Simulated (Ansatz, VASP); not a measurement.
## Al in VASP and in Ansatz

INCAR

```
SYSTEM = Al
PREC     = Accurate       ! precision mode
ENCUT    = 600            ! plane-wave cutoff, eV
EDIFF    = 1E-7           ! SCF threshold, eV
ISMEAR   = 0              ! smearing method
SIGMA    = 0.1            ! smearing width, eV
LREAL    = .False.        ! projectors in reciprocal space
LASPH    = .True.         ! aspherical terms in the spheres
NELM     = 100            ! most SCF steps
ALGO     = Normal         ! electronic algorithm
ISIF     = 3              ! what is computed and relaxed
LWAVE    = .False.        ! write WAVECAR
LCHARG   = .False.        ! write CHGCAR
GGA      = PE             ! functional
IBRION   = 2              ! ionic algorithm
NSW      = 100            ! ionic steps
EDIFFG   = -0.005         ! ionic threshold
```

The input KPOINTS:

```
Automatic mesh
0
Gamma
  18 18 18
  0 0 0
```

The input POSCAR:

```
Al
1.0
    0.0000000000      2.0194648466      2.0194648466
    2.0194648466      0.0000000000      2.0194648466
    2.0194648466      2.0194648466      0.0000000000
Al
1
Direct
    0.0000000000      0.0000000000      0.0000000000
```

Input for Ansatz:

```yaml
crystal:
  lattice:
    - [0.0, 2.0194648466, 2.0194648466]
    - [2.0194648466, 0.0, 2.0194648466]
    - [2.0194648466, 2.0194648466, 0.0]
  atoms:
    - { symbol: Al, position: [0.0, 0.0, 0.0] }
basis:
  ecutwfc: 420
kpoints:
  mp_grid: { grid: [18, 18, 18] }
hamiltonian:
  xc: pbe
scf:
  occupations: { method: gaussian, width: 0.1 }
output:
  forces: true
  stress: true
  eigenvalues: true
relax:
  adjacent_minimum: "off"
  f_tol: 0.005
  max_steps: 80
  cell: { stress_tol: 0.05 }
```

Alike in both runs: task relaxation of cell and atoms; functional PBE; k mesh 18 × 18 × 18; occupations gaussian, width 0.1 eV; no spin polarisation.

|  | VASP | Ansatz |
| --- | --- | --- |
| version | VASP 6.6.1 | Ansatz 0.2.0 |
| potentials or method | VASP PAW PBE potentials, release 64 (Al) | scalar-relativistic, plane waves, PAW |
| plane-wave cutoff (eV) | 600 | 420 |
| valence electrons in the cell | 3 | 3 |

Ansatz gave:

- gap on the k mesh at the Fermi level, each at its own relaxed structure (eV): none
- relaxed volume (Å³/atom): 16.50
- relaxed cell length with the largest relative difference (Å): 2.858

Problem. Estimate VASP's values.

Solution. gap on the k mesh at the Fermi level, each at its own relaxed structure (eV): none; relaxed volume (Å³/atom): 16.50; relaxed cell length with the largest relative difference (Å): 2.857.

A gap of «none» marks a metal or a gap that the smearing closes.
